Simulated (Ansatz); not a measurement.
## Pt(111) / 3 layers Tc(0001) / Pt(111): resistance against film thickness

Aim: what a thin film of another metal adds to the resistance, first Pt(111) / 3 layers Tc(0001) / Pt(111).

Calculated with Ansatz 0.2.0; Ansatz plane-wave DFT, PBEsol, PAW files; ballistic transport by layer matching (Landauer), zero bias; PAW set ansatz+soft_1.

Report form: the programs' logs are mostly left out.

## 1. The structure

The cell holds 11 atoms: 8 Pt and 3 Tc. Cell: a = 2.773 Å, b = 2.773 Å, c = 24.554 Å, α = 90.0°, β = 90.0°, γ = 120.0°. It derives from Pt and Tc. Regions: lead, 8 atoms (8 Pt); films, 3 atoms (3 Tc). The structure is stacked along c, and the current runs across the ab planes.

## 2. With 3 layers

The film is laid into the lead at the lead's in-plane lattice, and the cell closes on the lead's own image. The mesh across the current, 30×30, is finer than the density's, because channels open and close sharply across the zone. Energies from -1 to 1 eV in steps of 0.036 eV cover the slope of the Fermi function at 300 K, so the program can form a conductance.

Contents of input.yaml:

```yaml
crystal:
  lattice:
    - [2.7731313745, 0.0, 0.0]
    - [-1.3865656872, 2.4016022183, 0.0]
    - [0.0, 0.0, 24.5543275246]
  atoms:
    - { symbol: Pt, position: [0.0, 0.0, 0.0461069904] }
    - { symbol: Pt, position: [0.3333333333, 0.6666666667, 0.1383209711] }
    - { symbol: Pt, position: [0.6666666667, 0.3333333333, 0.2305349519] }
    - { symbol: Pt, position: [0.0, 0.0, 0.3227489326] }
    - { symbol: Tc, position: [0.3333333333, 0.6666666667, 0.4125706153] }
    - { symbol: Tc, position: [0.6666666667, 0.3333333333, 0.5] }
    - { symbol: Tc, position: [0.3333333333, 0.6666666667, 0.5874293847] }
    - { symbol: Pt, position: [0.6666666667, 0.3333333333, 0.6772510674] }
    - { symbol: Pt, position: [0.0, 0.0, 0.7694650481] }
    - { symbol: Pt, position: [0.3333333333, 0.6666666667, 0.8616790289] }
    - { symbol: Pt, position: [0.6666666667, 0.3333333333, 0.9538930096] }
kpoints:
  mp_grid: { grid: [15, 15, 1] }
hamiltonian:
  xc: pbesol
  pseudopotentials: { kind: paw, azcp: { Pt: "soft_1/Pt.paw.azcp" }, xc_functional: pbe }
scf:
  occupations: { method: fermi_dirac, width: 0.1 }
output:
  transmission: { leads: [[0, 1]], kmesh: [30, 30], e_range: [-1.0, 1.0], de: 0.036 }
  write_potential: true
  write_density: true
  volumetric_format: npy
  elf: true
```

Run with:

```sh
> ansatz run input.yaml --threads 4 --pin off --max-ram 8192MiB --backend cpu --events-out ev --progress --plain --runs-dir out
```

Run time: 2.4 min. Hardware: 4 threads of AMD EPYC 7B13 (Zen 3), shared host; peak memory 1.1 GiB; 8.7 min of CPU time.

Numbers from this step:

```
free energy                                                                : -115096.8233 eV
energy at zero smearing                                                    : -115096.5819 eV
Fermi energy                                                               : 23.05 eV
cell area                                                                  : 6.660 Å²
step of the lead's potential                                               : 8.1 meV
ballistic conductance of the lead                                          : 2.05e15 S/m²
estimated errors of the lead's conductance                                 : 0, 2.8, 1.3 % (band edges, k-mesh, distance from neutral)
lead conductance per cell                                                  : 1.759 G₀
conductance of the junction                                                : 6.62e14 S/m²
junction conductance per cell                                              : 0.5693 G₀
estimated errors of the junction's conductance                             : 0.9, 0, 3.8, 9.4, 0.5 % (energy step, band edges, k-mesh, leads' steps, distance from neutral)
area resistance that the stack adds (contact term taken off, spin by spin) : 1.021 fΩ m²
```

Per spin. Table of transmission, zone mean by energy, zero at the Fermi level:

| energy (eV) | transmission, zone mean |
| --- | --- |
| -1.000 | 0.681 |
| -0.964 | 0.643 |
| -0.892 | 0.623 |
| -0.856 | 0.633 |
| -0.784 | 0.628 |
| -0.748 | 0.609 |
| -0.676 | 0.578 |
| -0.640 | 0.575 |
| -0.568 | 0.596 |
| -0.532 | 0.598 |
| -0.460 | 0.622 |
| -0.424 | 0.626 |
| -0.352 | 0.628 |
| -0.316 | 0.628 |
| -0.244 | 0.659 |
| -0.208 | 0.651 |
| -0.136 | 0.621 |
| -0.100 | 0.605 |
| -0.028 | 0.572 |
| 0.008 | 0.574 |
| 0.080 | 0.528 |
| 0.116 | 0.496 |
| 0.188 | 0.453 |
| 0.224 | 0.454 |
| 0.296 | 0.433 |
| 0.332 | 0.375 |
| 0.404 | 0.389 |
| 0.440 | 0.372 |
| 0.512 | 0.286 |
| 0.548 | 0.290 |
| 0.620 | 0.325 |
| 0.656 | 0.326 |
| 0.728 | 0.315 |
| 0.764 | 0.310 |
| 0.836 | 0.330 |
| 0.872 | 0.335 |
| 0.944 | 0.311 |
| 0.980 | 0.312 |

Per spin. Open channels, zone mean, lead against energy, zero at the Fermi level:

| energy (eV) | open channels, zone mean, lead |
| --- | --- |
| -1.000 | 1.58 |
| -0.892 | 1.53 |
| -0.820 | 1.6 |
| -0.712 | 1.63 |
| -0.640 | 1.63 |
| -0.532 | 1.75 |
| -0.424 | 1.73 |
| -0.352 | 1.79 |
| -0.244 | 1.97 |
| -0.136 | 2.04 |
| -0.064 | 1.94 |
| 0.008 | 1.80 |
| 0.044 | 1.62 |
| 0.116 | 1.44 |
| 0.224 | 1.18 |
| 0.332 | 1.01 |
| 0.404 | 0.883 |
| 0.512 | 0.623 |
| 0.620 | 0.657 |
| 0.692 | 0.67 |
| 0.800 | 0.75 |
| 0.872 | 0.683 |
| 0.980 | 0.697 |

Transmission over k1 and k2. At 0.0080 eV from the Fermi level.

Ten even steps from '_' (0.00) to '@' (1.36), each cell a mean:
```
--**##--==++**++++++**++==--##**++__::==++**++--==**++==--..
--++**++++====++++++========******::--====++++--..++======--
++==--**==::::::..::::::::::::==**--==++++++==..____..==++++
****--++::......::--::::::::..__..====++****++--______::++**
==++++++......==--++::..==++::==....::==**++==--::::__::--==
==++**--....====++##++::::==****--==..::--**++--==**--==++==
**++**==..::--==++@@##++--==##@@##++==::::--++++****++==++**
****====..::..::::****++--::==++**++::..::::::++==**++==--++
====--==....++--::--------::----==----::--++....========::::
::++==**::..::==++**==--::----::--::--++****==....--======::
::******--....++++@@**++----::__--::--++##@@====....++++##++
----**==++::....--**##++--::==::--==::--++##**==::..::**==**
--..::======--..::++==----::------::------==--====....++--==
++==--==++++====..--::..::++++++==::==++++++....::::..++==++
****====++****++==::::..==++##%%**----++##@@++==::::..--****
==++**====**++==**++::..--==++####++::--**%%++====....--**++
==------..------==++**==......++--++--..--**==++......++**++
**++==..______--++****====--......::--..::==--......::++--**
****++==______::==****++====++--........::::........--**--++
============..--==++======::++****============++====++**++==
::..--==++**==--++**++==::..******--====**++**++++======##**
::--..==++****----****++==..==::++::==++****==--****++==--==
```
Columns: k1 (b1) from -0.5 to 0.467; rows upwards: k2 (b2) from -0.5 to 0.467.

Open channels over k1 and k2. At 0.0080 eV from the Fermi level.

Ten even steps from '0' (0.00) to '9' (3.00), each cell a mean:
```
999655779777559996655569665556
688865886668558986653364445336
663976665336667794665365006536
665666664333366666476664100366
669666666333346666678668524368
699363666633336666364897666567
669333335664336663333377664336
669553333466536663333357866536
663663433335666663333346645666
884866644444666664444466666688
799966666666666666666666667999
999686666555556666655555666959
666654664333336666653333446636
663665965333336663665333336686
663356685333336663356643333396
665556669735356663334665535398
696353697787666663333366666697
666300156668566666333356666676
664540056466548666553356666836
663353346335667995574447758977
864446686444669984488898844699
796666676666669796666676666679
```
Columns: k1 (b1) from -0.5 to 0.467; rows upwards: k2 (b2) from -0.5 to 0.467.

Valence density in the ca plane at fractional y = 0.333, with atoms of Pt and Tc within 0.2 Å of it. It is the smooth field of the valence electrons, not physical close to the nuclei.

Ten even steps from '0' (0 e/Å³) to '9' (11 e/Å³), each cell a mean:
```
00000000000133100000000000000023100000000123
00000000000377410000000000000256410000000268
00000000000499510000000000000266510000000389
00000000000367400000000000000146410000000267
00000000000022100000000000000012100000000012
10000011000000000011000001000000000001000000
11000011000000000011100001000000000011000000
10000010000000000001000000000000000000000000
```
Columns run along c (16.0 Å, from fractional 0.04 to 0.69 of the cell), rows up along a (2.8 Å). Atoms in or near the plane, at fractional coordinates: Pt at (0.23, 0.67), Tc at (0.50, 0.67), Pt at (0.68, 0.67).

ELF in the ca plane at fractional y = 0.333, with atoms of Pt and Tc within 0.2 Å of it. It is the smooth field of the valence electrons, not physical close to the nuclei.

Values, 5 rows by 16 columns, each cell a mean:
```
0.26 0.20 0.26 0.26 0.51 0.39 0.26 0.26 0.23 0.29 0.37 0.65 0.32 0.26 0.31 0.51
0.22 0.15 0.24 0.27 0.57 0.44 0.25 0.22 0.25 0.36 0.46 0.55 0.38 0.32 0.35 0.56
0.26 0.20 0.27 0.26 0.50 0.39 0.25 0.26 0.23 0.30 0.37 0.63 0.32 0.27 0.31 0.50
0.36 0.27 0.39 0.26 0.29 0.26 0.33 0.35 0.28 0.37 0.29 0.29 0.28 0.40 0.24 0.30
0.37 0.27 0.39 0.26 0.29 0.26 0.33 0.35 0.27 0.36 0.29 0.29 0.27 0.39 0.24 0.30
```
Columns run along c (16.0 Å, from fractional 0.04 to 0.69 of the cell), rows up along a (2.8 Å). Atoms in or near the plane, at fractional coordinates: Pt at (0.23, 0.67), Tc at (0.50, 0.67), Pt at (0.68, 0.67).

Electrostatic potential energy in the ca plane at fractional y = 0.333, with atoms of Pt and Tc within 0.2 Å of it. With pseudopotentials it is smooth inside the atoms' cores, unlike the true potential.

Ten even steps from '0' (-53 eV) to '9' (25 eV), each cell a mean:
```
88999989999633589988999998999732489998999743
99999999998300269999999999998400069999998410
99999999997200169999999999998300059999998300
99999999998310279999999999998400069999998410
88999988999744689988899988899854689988899754
67899766899988999876799876799988999876899988
56899755899999999865689876789999999866799999
67899867899988899876799877899988899877899988
```
Columns run along c (16.0 Å, from fractional 0.04 to 0.69 of the cell; values clipped at the 3rd and 97th percentile), rows up along a (2.8 Å). Atoms in or near the plane, at fractional coordinates: Pt at (0.23, 0.67), Tc at (0.50, 0.67), Pt at (0.68, 0.67).

The lead's potential steps by 8.1 meV from period to period, small in itself. The program estimates the junction's conductance to 3.8 % from the k-mesh, 0.5 % from the leads' distance from neutral and 9.4 % from their steps.

By hand: 1/G − 1/G_lead = 1/0.6623 − 1/2.047 = 1.02 fΩ m² with G in 10¹⁵ S/m².

## 3. With 5 layers, film layers 5

The stack now holds 5 film layers; the k-mesh follows the cell, and the energies span -0.27 to 0.27 eV.

System of this step: Pt(111) / 5 layers Tc(0001) / Pt(111). The cell holds 13 atoms: 8 Pt and 5 Tc. Its edges and angles: a = 2.773 Å, b = 2.773 Å, c = 28.848 Å, α = 90.0°, β = 90.0°, γ = 120.0°. It derives from Pt and Tc. Regions: lead, 8 atoms (8 Pt); films, 5 atoms (5 Tc). The structure is stacked along c, and the current runs across the ab planes.

Contents of input.yaml:

```yaml
crystal:
  lattice:
    - [2.7731313745, 0.0, 0.0]
    - [-1.3865656872, 2.4016022183, 0.0]
    - [0.0, 0.0, 28.8478670172]
  atoms:
    - { symbol: Pt, position: [0.0, 0.0, 0.0392447089] }
    - { symbol: Pt, position: [0.3333333333, 0.6666666667, 0.1177341266] }
    - { symbol: Pt, position: [0.6666666667, 0.3333333333, 0.1962235444] }
    - { symbol: Pt, position: [0.0, 0.0, 0.2747129621] }
    - { symbol: Tc, position: [0.3333333333, 0.6666666667, 0.3511661368] }
    - { symbol: Tc, position: [0.6666666667, 0.3333333333, 0.4255830684] }
    - { symbol: Tc, position: [0.3333333333, 0.6666666667, 0.5] }
    - { symbol: Tc, position: [0.6666666667, 0.3333333333, 0.5744169316] }
    - { symbol: Tc, position: [0.3333333333, 0.6666666667, 0.6488338632] }
    - { symbol: Pt, position: [0.6666666667, 0.3333333333, 0.7252870379] }
    - { symbol: Pt, position: [0.0, 0.0, 0.8037764556] }
    - { symbol: Pt, position: [0.3333333333, 0.6666666667, 0.8822658734] }
    - { symbol: Pt, position: [0.6666666667, 0.3333333333, 0.9607552911] }
kpoints:
  mp_grid: { grid: [15, 15, 1] }
hamiltonian:
  xc: pbesol
  pseudopotentials: { kind: paw, azcp: { Pt: "soft_1/Pt.paw.azcp" }, xc_functional: pbe }
scf:
  occupations: { method: fermi_dirac, width: 0.1 }
output:
  transmission:
    leads: [[0, 1]]
    kmesh: [30, 30]
    e_range: [-0.27, 0.27]
    de: 0.036
  write_potential: true
  write_density: true
  volumetric_format: npy
```

Elapsed: 100 s, on 4 threads; peak memory 1.4 GiB; 5.9 min of CPU time.

Numbers from this step:

```yaml
free_energy: -125772.1969 eV
energy_at_zero_smearing: -125771.9163 eV
fermi_energy: 22.94 eV
step_of_the_lead_s_potential: 8.5 meV
ballistic_conductance_of_the_lead: 2.03e15 S/m²
estimated_errors_of_the_lead_s_conductance: 0, 2.8, 2 % (band edges, k-mesh, distance from neutral)
lead_conductance_per_cell: 1.744 G₀
conductance_of_the_junction: 6.09e14 S/m²
junction_conductance_per_cell: 0.5233 G₀
estimated_errors_of_the_junction_s_conductance: 0.5, 0.8, 6.1, 11.4, 1.6 % (energy step, band edges, k-mesh, leads' steps, distance from neutral)
area_resistance_that_the_stack_adds_contact_term_taken_off_spin_by_spin: 1.150 fΩ m²
```

Per spin. Table of transmission, zone mean by energy, zero at the Fermi level:

| energy (eV) | transmission, zone mean |
| --- | --- |
| -0.270 | 0.499 |
| -0.234 | 0.488 |
| -0.198 | 0.502 |
| -0.162 | 0.533 |
| -0.126 | 0.548 |
| -0.090 | 0.541 |
| -0.054 | 0.555 |
| -0.018 | 0.538 |
| 0.018 | 0.533 |
| 0.054 | 0.458 |
| 0.090 | 0.415 |
| 0.126 | 0.367 |
| 0.162 | 0.351 |
| 0.198 | 0.362 |
| 0.234 | 0.358 |
| 0.270 | 0.367 |

The conductance of the junction is 6.1e14 S/m², 8.1 % under the 6.6e14 S/m² of the last finished run, no more than the error estimates, leads' steps apart, of 3.8 and 6.1 % together. The estimate from the leads' steps, 11 %, is larger still.

## 4. With 6 layers, film layers 6

The stack now holds 6 film layers; the k-mesh follows the cell, and the energies span -0.27 to 0.27 eV.

System of this step: Pt(111) / 6 layers Tc(0001) / Pt(111). The cell holds 16 atoms: 10 Pt and 6 Tc. Cell: a = 2.773 Å, b = 2.773 Å, c = 35.523 Å, α = 90.0°, β = 90.0°, γ = 120.0°. It derives from Pt and Tc. Regions: lead, 10 atoms (10 Pt); films, 6 atoms (6 Tc). The structure is stacked along c, and the current runs across the ab planes.

input.yaml, the sections that differ from step 3:

```yaml
crystal:
  lattice:
    - [2.7731313745, 0.0, 0.0]
    - [-1.3865656872, 2.4016022183, 0.0]
    - [0.0, 0.0, 35.523141335]
  atoms:
    - { symbol: Pt, position: [0.0, 0.0, 0.0318701021] }
    - { symbol: Pt, position: [0.3333333333, 0.6666666667, 0.0956103064] }
    - { symbol: Pt, position: [0.6666666667, 0.3333333333, 0.1593505107] }
    - { symbol: Pt, position: [0.0, 0.0, 0.223090715] }
    - { symbol: Tc, position: [0.3333333333, 0.6666666667, 0.2851773136] }
    - { symbol: Tc, position: [0.6666666667, 0.3333333333, 0.3456103064] }
    - { symbol: Tc, position: [0.3333333333, 0.6666666667, 0.4060432993] }
    - { symbol: Tc, position: [0.6666666667, 0.3333333333, 0.4664762921] }
    - { symbol: Tc, position: [0.3333333333, 0.6666666667, 0.526909285] }
    - { symbol: Tc, position: [0.6666666667, 0.3333333333, 0.5873422778] }
    - { symbol: Pt, position: [0.0, 0.0, 0.6494288764] }
    - { symbol: Pt, position: [0.3333333333, 0.6666666667, 0.7131690807] }
    - { symbol: Pt, position: [0.6666666667, 0.3333333333, 0.776909285] }
    - { symbol: Pt, position: [0.0, 0.0, 0.8406494893] }
    - { symbol: Pt, position: [0.3333333333, 0.6666666667, 0.9043896936] }
    - { symbol: Pt, position: [0.6666666667, 0.3333333333, 0.9681298979] }
# kpoints, hamiltonian, scf, output: as in step 3
```

Run time: 1.8 min. Hardware: 4 threads; peak memory 1.8 GiB; 6.4 min of CPU time.

This step gave:

```
free energy                                                                : -155880.5991 eV
energy at zero smearing                                                    : -155880.2446 eV
Fermi energy                                                               : 22.92 eV
step of the lead's potential                                               : 4.2 meV
ballistic conductance of the lead                                          : 2.02e15 S/m²
estimated errors of the lead's conductance                                 : 0, 2.8, 2.3 % (band edges, k-mesh, distance from neutral)
lead conductance per cell                                                  : 1.739 G₀
conductance of the junction                                                : 6.78e14 S/m²
junction conductance per cell                                              : 0.5826 G₀
estimated errors of the junction's conductance                             : 0.8, 0.1, 5.9, 5.8, 3.4 % (energy step, band edges, k-mesh, leads' steps, distance from neutral)
area resistance that the stack adds (contact term taken off, spin by spin) : 0.9811 fΩ m²
```

Per spin. Transmission, zone mean against energy, zero at the Fermi level:

| energy (eV) | transmission, zone mean |
| --- | --- |
| -0.270 | 0.693 |
| -0.234 | 0.693 |
| -0.198 | 0.688 |
| -0.162 | 0.740 |
| -0.126 | 0.738 |
| -0.090 | 0.709 |
| -0.054 | 0.670 |
| -0.018 | 0.599 |
| 0.018 | 0.538 |
| 0.054 | 0.527 |
| 0.090 | 0.514 |
| 0.126 | 0.477 |
| 0.162 | 0.451 |
| 0.198 | 0.429 |
| 0.234 | 0.384 |
| 0.270 | 0.339 |

The conductance of the junction is 6.8e14 S/m², 11 % over the 6.1e14 S/m² of the last finished run, no more than the error estimates, leads' steps apart, of 6.1 and 5.9 % together.

## 5. With 8 layers, film layers 8

The stack now holds 8 film layers; the k-mesh follows the cell, and the energies span -0.27 to 0.27 eV.

System of this step: Pt(111) / 8 layers Tc(0001) / Pt(111). The cell holds 18 atoms: 10 Pt and 8 Tc. Cell: a = 2.773 Å, b = 2.773 Å, c = 39.817 Å, α = 90.0°, β = 90.0°, γ = 120.0°. It derives from Pt and Tc. Regions: lead, 10 atoms (10 Pt); films, 8 atoms (8 Tc). The structure is stacked along c, and the current runs across the ab planes.

input.yaml, the sections that differ from step 4:

```yaml
crystal:
  lattice:
    - [2.7731313745, 0.0, 0.0]
    - [-1.3865656872, 2.4016022183, 0.0]
    - [0.0, 0.0, 39.8166808276]
  atoms:
    - { symbol: Pt, position: [0.0, 0.0, 0.0284334635] }
    - { symbol: Pt, position: [0.3333333333, 0.6666666667, 0.0853003906] }
    - { symbol: Pt, position: [0.6666666667, 0.3333333333, 0.1421673177] }
    - { symbol: Pt, position: [0.0, 0.0, 0.1990342448] }
    - { symbol: Tc, position: [0.3333333333, 0.6666666667, 0.2544258789] }
    - { symbol: Tc, position: [0.6666666667, 0.3333333333, 0.3083422201] }
    - { symbol: Tc, position: [0.3333333333, 0.6666666667, 0.3622585612] }
    - { symbol: Tc, position: [0.6666666667, 0.3333333333, 0.4161749023] }
    - { symbol: Tc, position: [0.3333333333, 0.6666666667, 0.4700912435] }
    - { symbol: Tc, position: [0.6666666667, 0.3333333333, 0.5240075846] }
    - { symbol: Tc, position: [0.3333333333, 0.6666666667, 0.5779239257] }
    - { symbol: Tc, position: [0.6666666667, 0.3333333333, 0.6318402669] }
    - { symbol: Pt, position: [0.0, 0.0, 0.687231901] }
    - { symbol: Pt, position: [0.3333333333, 0.6666666667, 0.7440988281] }
    - { symbol: Pt, position: [0.6666666667, 0.3333333333, 0.8009657552] }
    - { symbol: Pt, position: [0.0, 0.0, 0.8578326823] }
    - { symbol: Pt, position: [0.3333333333, 0.6666666667, 0.9146996094] }
    - { symbol: Pt, position: [0.6666666667, 0.3333333333, 0.9715665365] }
# kpoints, hamiltonian, scf, output: as in step 4
```

Elapsed: 2.3 min, on 4 threads; peak memory 2.2 GiB; 7.8 min of CPU time.

Numbers from this step:

| Item | Value |
| --- | --- |
| free energy | -166555.9685 eV |
| energy at zero smearing | -166555.5781 eV |
| Fermi energy | 22.85 eV |
| step of the lead's potential | 3.6 meV |
| estimated errors of the lead's conductance | 0, 2.8, 2.5 % (band edges, k-mesh, distance from neutral) |
| lead conductance per cell | 1.735 G₀ |
| conductance of the junction | 6.43e14 S/m² |
| junction conductance per cell | 0.5531 G₀ |
| estimated errors of the junction's conductance | 0.3, 1.6, 5.9, 5.8, 2.1 % (energy step, band edges, k-mesh, leads' steps, distance from neutral) |
| area resistance that the stack adds (contact term taken off, spin by spin) | 1.059 fΩ m² |

Per spin. Transmission, zone mean against energy, zero at the Fermi level:

| energy (eV) | transmission, zone mean |
| --- | --- |
| -0.270 | 0.640 |
| -0.234 | 0.638 |
| -0.198 | 0.618 |
| -0.162 | 0.653 |
| -0.126 | 0.648 |
| -0.090 | 0.612 |
| -0.054 | 0.603 |
| -0.018 | 0.549 |
| 0.018 | 0.540 |
| 0.054 | 0.504 |
| 0.090 | 0.513 |
| 0.126 | 0.501 |
| 0.162 | 0.437 |
| 0.198 | 0.424 |
| 0.234 | 0.414 |
| 0.270 | 0.397 |

The conductance of the junction is 6.4e14 S/m², 5.1 % under the 6.8e14 S/m² of the last finished run, within the error estimates, leads' steps apart, of 5.9 and 5.9 %.

[end of part 1 of 2]

[Logs are printed without paths, hosts, clocks, repeated set-up lines and the standing remarks that a program may print on its own settings, such as how far it seeks lower states.]

[Hosts, paths, dates, database ids (printed as entryN), source tags and the programs' standing remarks are cut or masked in the printed files.]
